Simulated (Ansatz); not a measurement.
Calculated with Ansatz (gas phase, PBE0-D4/def2-TZVP geometries, no zero-point term in ΔE). CCSD(T)/CBS is the MP2 limit (def2-TZVPP, def2-QZVPP) plus CCSD(T) − MP2 in def2-TZVPP, frozen cores. This one scheme is used for every species. Functionals use def2-TZVPP. No spin–orbit coupling; open shells (•) take unrestricted orbitals. Each species was taken in one conformer, which may not be the lowest.

Reaction (hydrogen abstraction from the Si–H bond): `F[SiH2]C[SiH3]` + `F[C](F)F`• → `F[SiH2]C[SiH2]`• + `FC(F)F`

```csv
level,ΔE (kJ/mol)
BHLYP-D4,-59.1
CCSD/def2-TZVPP,-66.4
```

Q: What does CCSD(T)/CBS give? (Estimate.)

A: Computed: -66.9 kJ/mol. The listed levels differ from it by 7.8, 0.5 kJ/mol.

Largest T1 diagnostic among the species: 0.014.

In def2-TZVPP, CCSD(T) changes the Hartree–Fock value by −18.3 kJ/mol (the triples alone add −0.7 kJ/mol) and MP2 by −23.2 kJ/mol. Leaving LDA and LC-ωPBE aside and taking each functional with its dispersion term where it has one, the values, not all of them listed here, spread over 9.2 kJ/mol, from PBE-QIDH to ωB97X-V. LDA lies −7.7 kJ/mol from PBE without D4.

CCSD(T)/CBS has its own doubt, a few kJ/mol and more with outer-core shells, so smaller differences from it don't rank the levels.
